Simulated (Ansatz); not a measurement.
Something may be wrong with this Ansatz 0.2.0 calculation of Al.

input.yaml

```yaml
crystal:
  lattice:
    - [4.4916, 0.0, 0.0]
    - [-2.2458, 3.88984, 0.0]
    - [0.0, 0.0, 2.7226]
  atoms:
    - { symbol: Al, position: [0.33333, 0.66667, 0.0] }
    - { symbol: Al, position: [0.66667, 0.33333, 0.0] }
hamiltonian:
  xc: lda+u
  pseudopotentials: { kind: paw }
kpoints:
  mp_grid: { grid: [7, 7, 10] }
scf:
  occupations: { method: fermi_dirac, width: 0.05 }
  max_iter: 80
output:
  forces: true
  stress: true
  eigenvalues: true
relax:
  f_tol: 0.01
  max_steps: 40
  cell: { stress_tol: 0.05 }
```

Potentials or basis: Ansatz PAW.

Launch:

```sh
$ ansatz run input.yaml --threads 2 --pin off --max-ram 5632MiB --backend cpu --events-out ev --progress --plain --runs-dir out
```

Output:

```text
Error: YAML parse error: error: line 10 column 7: hamiltonian.xc: unknown variant `lda+u`, expected one of `lda`, `lda-pw`, `pw92`, `pbe`, `pbesol`, `rpbe`, `revpbe`, `blyp`, `pbe0`, `revpbe0`, `b3lyp`, `b3lyp5`, `hse06`, `wpbeh`, `hiss`, `lc_wpbe`, `cam_b3lyp`, `hf`, `r2scan`, `r2scanh`, `r2scan0`, `r2scan50`, `mr2scan`
  --> <input>:10:7
   |
 8 |     - { symbol: Al, position: [0.66667, 0.33333, 0.0] }
 9 | hamiltonian:
10 |   xc: lda+u
   |       ^ hamiltonian.xc: unknown variant `lda+u`, expected one of `lda`, `lda-pw`, `pw92`, `pbe`, `pbesol`, `rpbe`, `revpbe`, `blyp`, `pbe0`, `revpbe0`, `b3lyp`, `b3lyp5`, `hse06`, `wpbeh`, `hiss`, `lc_wpbe`, `cam_b3lyp`, `hf`, `r2scan`, `r2scanh`, `r2scan0`, `r2scan50`, `mr2scan`
11 |   pseudopotentials: { kind: paw }
12 | kpoints:
   |
```

What happened, and what is wrong with the input?

The program refused the input. The input holds a flaw that was put in on purpose: an unknown functional (hamiltonian.xc = lda+u).

A sound run on the same cell differs in these lines of the main input:
```diff
@@ -10 +10 @@
-  xc: lda+u
+  xc: pbe
@@ -16 +15,0 @@
-  max_iter: 80
```
